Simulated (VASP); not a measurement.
# Cl (Cmce) in VASP: a series of runs

The runs below take Cl through relaxation of cell and atoms, with PBE+D3(BJ).

All numbers are computed with VASP 6.6.1; they aren't measurements. Logs are shortened: lines on timing, memory, paths and dates and some standing lists are left out, and cuts for length are marked.

## (1) The crystal as given

Symmetry: Cmce, No. 64, orthorhombic system. Conventional cell: a = 6.145 Å, b = 4.395 Å, c = 8.154 Å, α = 90.00°, β = 90.00°, γ = 90.00°. Cl (site symmetry m) is surrounded by 1 Cl at 1.99 Å.

## (2) Relaxation of cell and atoms, PBE+D3(BJ)

Contents of INCAR:

```
SYSTEM = Cl
PREC = Accurate ; ENCUT = 520
EDIFF = 1E-7 ; ISMEAR = 0
SIGMA = 0.02 ; LREAL = .False.
LASPH = .True. ; NELM = 60
ALGO = Fast ; ISIF = 3
LWAVE = .False. ; LCHARG = .False.
GGA = PE ; IVDW = 12
IBRION = 2 ; NSW = 80
EDIFFG = -0.002
```

Contents of KPOINTS:

```
Automatic mesh
0
Gamma
  4 4 2
  0 0 0
```

Contents of POSCAR:

```
Cl
1.0
    3.0726500000     -2.1977000000      0.0000000000
    3.0726500000      2.1977000000      0.0000000000
    0.0000000000      0.0000000000      8.1537000000
Cl
4
Direct
    0.8763000000      0.1237000000      0.1025000000
    0.6237000000      0.3763000000      0.6025000000
    0.1237000000      0.8763000000      0.8975000000
    0.3763000000      0.6237000000      0.3975000000
```

Potentials or basis: VASP PAW PBE potentials, release 64 (Cl).

Started as:

```console
$ cat potpaw_PBE.64/Cl/POTCAR > POTCAR
$ mpirun -np 1 vasp_std > vasp.out
```

OUTCAR:

```text
SYSTEM = Cl
   PREC = Accurate
   ENCUT = 520
   EDIFF = 1E-7
   ISMEAR = 0
   LREAL = .False.
   LASPH = .True.
   NELM = 60
   ISIF = 3
   GGA = PE
   IVDW = 12
   IBRION = 2
   NSW = 80
   EDIFFG = -0.002
 IVDW          = 12

 ion  position               nearest neighbor table
   1  0.876  0.124  0.102-   3 1.99
   2  0.624  0.376  0.602-   4 1.99
   3  0.124  0.876  0.898-   1 1.99
   4  0.376  0.624  0.398-   2 1.99

  LATTYP: Found a base centered orthorhombic cell.
 ALAT       =     4.3954000000
 B/A-ratio  =     1.3981207626
 C/A-ratio  =     1.8550530100

  Lattice vectors:

 A1 = (  -3.0726500000,  -2.1977000000,   0.0000000000)
 A2 = (   3.0726500000,  -2.1977000000,   0.0000000000)
 A3 = (   0.0000000000,   0.0000000000,   8.1537000000)

Analysis of symmetry for initial positions (statically):
=====================================================================
 Subroutine PRICEL returns:
 Original cell was already a primitive cell.

 Routine SETGRP: Setting up the symmetry group for a
 base centered orthorhombic supercell.

 Subroutine GETGRP returns: Found  8 space group operations
 (whereof  4 operations were pure point group operations)
 out of a pool of  8 trial point group operations.

The static configuration has the point symmetry C_2h.
 The point group associated with its full space group is D_2h.

Analysis of symmetry for dynamics (positions and initial velocities):
=====================================================================
 Subroutine PRICEL returns:
 Original cell was already a primitive cell.

 Routine SETGRP: Setting up the symmetry group for a
 base centered orthorhombic supercell.

 Subroutine GETGRP returns: Found  8 space group operations
 (whereof  4 operations were pure point group operations)
 out of a pool of  8 trial point group operations.

The dynamic configuration has the point symmetry C_2h.
 The point group associated with its full space group is D_2h.

 Subroutine INISYM returns: Found  8 space group operations
 (whereof  4 operations are pure point group operations),
 and found     1 'primitive' translations

----------------------------------------------------------------------------------------

                                     Primitive cell

  volume of cell :     110.1200

  direct lattice vectors                    reciprocal lattice vectors
     3.072650000 -2.197700000  0.000000000     0.162725986 -0.227510579  0.000000000
     3.072650000  2.197700000  0.000000000     0.162725986  0.227510579  0.000000000
     0.000000000  0.000000000  8.153700000     0.000000000  0.000000000  0.122643708

  length of vectors
     3.777706091  3.777706091  8.153700000     0.279715588  0.279715588  0.122643708

  position of ions in fractional coordinates (direct lattice)
     0.876300000  0.123700000  0.102500000
     0.623700000  0.376300000  0.602500000
     0.123700000  0.876300000  0.897500000
     0.376300000  0.623700000  0.397500000

  ion indices of the primitive-cell ions
   primitive index   ion index
                 1           1
                 2           2
                 3           3
                 4           4

----------------------------------------------------------------------------------------

 KPOINTS: Automatic mesh

Automatic generation of k-mesh.
 Grid dimensions read from file:
 generate k-points for:    4    4    2

 Generating k-lattice:

  Cartesian coordinates                     Fractional coordinates (reciprocal lattice)
     0.040681496 -0.056877645  0.000000000     0.250000000  0.000000000  0.000000000
     0.040681496  0.056877645  0.000000000     0.000000000  0.250000000  0.000000000
     0.000000000  0.000000000  0.061321854     0.000000000  0.000000000  0.500000000

  Length of vectors
     0.069928897  0.069928897  0.061321854

  Shift w.r.t. Gamma in fractional coordinates (k-lattice)
     0.000000000  0.000000000  0.000000000

 Subroutine IBZKPT returns following result:
 ===========================================

 Found     14 irreducible k-points:

 Following reciprocal coordinates:
            Coordinates               Weight
  0.000000  0.000000  0.000000      1.000000
  0.250000 -0.000000  0.000000      4.000000
  0.500000 -0.000000  0.000000      2.000000
  0.250000  0.250000  0.000000      2.000000
  0.500000  0.250000  0.000000      4.000000
 -0.250000  0.250000  0.000000      2.000000
  0.500000  0.500000  0.000000      1.000000
  0.000000  0.000000  0.500000      1.000000
  0.250000 -0.000000  0.500000      4.000000
  0.500000 -0.000000  0.500000      2.000000
  0.250000  0.250000  0.500000      2.000000
  0.500000  0.250000  0.500000      4.000000
 -0.250000  0.250000  0.500000      2.000000
  0.500000  0.500000  0.500000      1.000000
   k-points           NKPTS =     14   k-points in BZ     NKDIM =     14   number of bands    NBANDS=     18
   number of dos      NEDOS =    301   number of ions     NIONS =      4
   total plane-waves  NPLWV =  50176
   dimension x,y,z NGX =    28 NGY =   28 NGZ =   64
   dimension x,y,z NGXF=    56 NGYF=   56 NGZF=  128
   ions per type =               4
   NGX,Y,Z   is equivalent  to a cutoff of  12.32, 12.32, 13.05 a.u.
   NGXF,Y,Z  is equivalent  to a cutoff of  24.64, 24.64, 26.10 a.u.
 SYSTEM =  Cl
   PREC   = accura    normal or accurate (medium, high low for compatibility)
   ISTART =      0    job   : 0-new  1-cont  2-samecut
   ICHARG =      2    charge: 1-file 2-atom 10-const
   ISPIN  =      1    spin polarized calculation?
   LNONCOLLINEAR =      F non collinear calculations
   LSORBIT =      F    spin-orbit coupling
   LASPH  =      T    aspherical Exc in radial PAW
   ENCUT  =  520.0 eV  38.22 Ry    6.18 a.u.   7.02  7.02 15.16*2*pi/ulx,y,z
   NELM   =     60;   NELMIN=  2; NELMDL= -5     # of ELM steps
   EDIFF  = 0.1E-06   stopping-criterion for ELM
   LREAL  =      F    real-space projection
   EDIFFG = -.2E-02   stopping-criterion for IOM
   NSW    =     80    number of steps for IOM
   IBRION =      2    ionic relax: 0-MD 1-quasi-New 2-CG
   NFREE  =      1    steps in history (QN), initial steepest desc. (CG)
   ISIF   =      3    stress and relaxation
   ISYM   =      2    0-nonsym 1-usesym 2-fastsym
   POTIM  = 0.5000    time-step for ionic-motion
   TEBEG  =    0.0;   TEEND  =   0.0 temperature during run
   PSTRESS=    0.0 pullay stress
   NELECT =      28.0000    total number of electrons
   NUPDOWN=      -1.0000    fix difference up-down
   EMIN   =  10.00;   EMAX   =-10.00  energy-range for DOS
   EFERMI =   0.00;   METHOD = LEGACY
   ISMEAR =     0;   SIGMA  =   0.02  broadening in eV -4-tet -1-fermi 0-gaus
   EFERMI_NEDOS =   21; number of points for ismear=-14 and -15
   IALGO  =     68    algorithm
   IMIX   =      4    mixing-type and parameters
     AMIX     =   0.40;   BMIX     =  1.00
     AMIX_MAG =   1.60;   BMIX_MAG =  1.00
  volume/ion in A,a.u.               =      27.53       185.78
  Fermi-wavevector in a.u.,A,eV,Ry     =   1.037143  1.959917 14.635327  1.075666
  Thomas-Fermi vector in A             =   2.171567
   LORBIT       =      0    0 simple, 1 ext, 2 COOP (PROOUT), +10 PAW based schemes
   GGA     = PE    functional components
   LHFCALC =     F    Hartree Fock is set to
   AEXX    =    0.0000 exact exchange contribution
   IVDW    =    12    specifies the selected vdW correction
   LEPSILON=     F    determine dielectric tensor
   LRPA    =     F    only Hartree local field effects (RPA)
 conjugate gradient relaxation of ions
 non-spin polarized calculation
 RMM-DIIS sequential band-by-band and
 Gauss-broadening in eV      SIGMA  =   0.02
  energy-cutoff  :      520.00
  volume of cell :      110.12
 maximum number of plane-waves:      2984
   NGX = 15   NGY = 15   NGZ = 31

--------------------------------------- Ionic step        1  -------------------------------------------

 number of electron      28.0000011 magnetization

 Free energy of the ion-electron system (eV)
  ---------------------------------------------------
  ext. energy  EPLUGINS =         0.00000000
  ---------------------------------------------------
  free energy    TOTEN  =        -7.28506503 eV

  energy without entropy =       -7.28506503  energy(sigma->0) =       -7.28506503

------------------------ aborting loop because EDIFF is reached ----------------------------------------

 Edisp (eV)   -0.64483

 E8    (eV) :    -0.2173

  FORCE on cell =-STRESS in cart. coord.  units (eV):
  Direction    XX          YY          ZZ          XY          YZ          ZX
  --------------------------------------------------------------------------------------
  -------------------------------------------------------------------------------------
  Total       0.30441     0.04242     0.34039     0.00000    -0.00000     0.00000
  in kB       4.42892     0.61714     4.95250     0.00000    -0.00000     0.00000
  external pressure =        3.33 kB  Pullay stress =        0.00 kB
[... 103 lines left out ...]
  FREE ENERGIE OF THE ION-ELECTRON SYSTEM (eV)
  ---------------------------------------------------
  free  energy   TOTEN  =        -7.9336715365 eV

  energy  without entropy=       -7.9336715365  energy(sigma->0) =       -7.93367154

 E-fermi :  -0.0491     XC(G=0):  -8.0383

 val. band max:       -0.1447124667   @ k =   0.5000  -0.0000   0.5000
 cond. band min:       2.2899820929   @ k =   0.0000   0.0000   0.0000
 fundamental gap:      2.4346945596
 Fermi energy:        -0.0491392286

 k-point     1 :       0.0000    0.0000    0.0000
  band No.  band energies     occupation
      1     -16.7550      2.00000
      2     -16.4004      2.00000
      3     -13.0475      2.00000
      4     -12.1457      2.00000
      5      -5.6393      2.00000
      6      -4.4394      2.00000
[... 10 lines left out ...]
     17       6.8718      0.00000
     18       7.2438      0.00000
[... 256 lines left out ...]
      2     -16.3941      2.00000
      3     -12.4924      2.00000
      4     -12.4924      2.00000
      5      -5.0801      2.00000
      6      -5.0801      2.00000
[... 10 lines left out ...]
     17       9.0089      0.00000
     18       9.0089      0.00000

[... ionic steps 4 to 36 ...]

--------------------------------------- Ionic step       37  -------------------------------------------

 number of electron      27.9999992 magnetization

------------------------ aborting loop because EDIFF is reached ----------------------------------------

 Edisp (eV)   -0.65456

 E8    (eV) :    -0.2200
[... 73 lines left out ...]
  energy  without entropy=       -7.9585227542  energy(sigma->0) =       -7.95852275

--------------------------------------- Ionic step       39  -------------------------------------------

 number of electron      27.9999992 magnetization

 Free energy of the ion-electron system (eV)
  ---------------------------------------------------
  ext. energy  EPLUGINS =         0.00000000
  ---------------------------------------------------
  free energy    TOTEN  =        -7.30390218 eV

  energy without entropy =       -7.30390218  energy(sigma->0) =       -7.30390218

 E-fermi :   0.0995     XC(G=0):  -8.0468

 val. band max:       -0.0330880819   @ k =   0.0000   0.0000   0.0000
 cond. band min:       2.3157138675   @ k =   0.0000   0.0000   0.0000
 fundamental gap:      2.3488019494
 Fermi energy:         0.0995374577

 k-point     1 :       0.0000    0.0000    0.0000
  band No.  band energies     occupation
      1     -16.8127      2.00000
      2     -16.4760      2.00000
      3     -13.0086      2.00000
      4     -12.0889      2.00000
      5      -5.7141      2.00000
      6      -4.3844      2.00000
[... 10 lines left out ...]
     17       6.8476      0.00000
     18       7.1820      0.00000
[... 306 lines left out ...]
  FREE ENERGIE OF THE ION-ELECTRON SYSTEM (eV)
  ---------------------------------------------------
  free  energy   TOTEN  =        -7.9585226652 eV

  energy  without entropy=       -7.9585226652  energy(sigma->0) =       -7.95852267

 reached required accuracy - stopping structural energy minimisation
```

It took 8.9 min on 1 thread of Intel Xeon Platinum 8259CL at 2.50GHz (Skylake/Cascade Lake), shared host; peak memory 0.22 GiB.

What came out:

```yaml
Free_energy: -7.9585 eV
Relaxed_volume: 27.08 Å³/atom
Relaxed_cell: a = 3.850 Å, b = 3.850 Å, c = 8.092 Å, α = 90.00°, β = 90.00°, γ = 64.58°
Space_group_after_relaxing_to_0.05_Å: Cmce (No. 64)
Energy_gained_by_relaxing: 7.2 meV/atom
Ionic_steps: 39
Pressure_after_relaxing: 0.0 GPa
Band_gap_on_the_k_mesh: 2.35 eV, direct
Dispersion_energy_per_atom: -0.164 eV
```

Step by step:
```tsv
step	energy change (eV)	largest force (eV/Å)	pressure (GPa)	volume (Å³)
1	0.0000	0.2615	0.33	110.12
2	0.0002	0.2384	-0.74	111.03
3	-0.0038	0.0460	-0.20	110.56
4	-0.0078	0.0399	-0.19	110.30
5	-0.0176	0.0256	-0.09	109.49
6	-0.0235	0.0566	0.24	107.78
7	-0.0241	0.0415	0.12	108.28
8	-0.0241	0.0440	0.14	108.18
9	-0.0225	0.2098	-0.42	108.71
10	-0.0246	0.0476	-0.05	108.34
11	-0.0260	0.0373	-0.02	108.40
12	-0.0274	0.0183	0.01	108.48
13	-0.0260	0.0233	0.12	108.55
14	-0.0276	0.0075	0.04	108.51
15	-0.0276	0.0043	0.05	108.51
16	-0.0272	0.1056	-0.24	108.94
17	-0.0277	0.0390	-0.06	108.66
18	-0.0280	0.0169	-0.02	108.69
19	-0.0281	0.0129	0.01	108.72
20	-0.0281	0.0159	0.01	108.72
21	-0.0282	0.0279	-0.08	108.80
22	-0.0282	0.0200	-0.05	108.78
23	-0.0283	0.0158	-0.03	108.70
24	-0.0284	0.0170	-0.01	108.58
25	-0.0284	0.0131	-0.02	108.53
26	-0.0285	0.0196	-0.05	108.44
27	-0.0285	0.0254	-0.06	108.40
28	-0.0286	0.0216	-0.05	108.37
29	-0.0286	0.0106	-0.01	108.27
30	-0.0286	0.0118	0.05	108.08
31	-0.0286	0.0027	0.01	108.20
32	-0.0286	0.0016	0.02	108.19
33	-0.0286	0.0012	0.02	108.19
34	-0.0286	0.0017	0.01	108.21
35	-0.0286	0.0021	0.01	108.25
36	-0.0286	0.0040	0.00	108.32
37	-0.0286	0.0034	0.02	108.34
38	-0.0286	0.0015	0.01	108.33
39	-0.0286	0.0009	0.01	108.33
```

Final structure:
```cif
data_structure
_symmetry_space_group_name_H-M 'P 1'
_symmetry_Int_Tables_number 1
_cell_length_a 3.8499
_cell_length_b 3.8499
_cell_length_c 8.0921
_cell_angle_alpha 90.000
_cell_angle_beta 90.000
_cell_angle_gamma 64.583
_cell_volume 108.33
loop_
_atom_site_label
_atom_site_type_symbol
_atom_site_fract_x
_atom_site_fract_y
_atom_site_fract_z
_atom_site_occupancy
Cl1 Cl 0.87655 0.12345 0.10777 1
Cl2 Cl 0.62345 0.37654 0.60777 1
Cl3 Cl 0.12345 0.87655 0.89223 1
Cl4 Cl 0.37654 0.62345 0.39223 1
```

Caveat: the k mesh is coarse (spacing up to 0.44 Å⁻¹), so the values aren't converged. A hybrid or GW would open this gap; PBE tends to underestimate it.

(Part 1 of 2 ends here.)
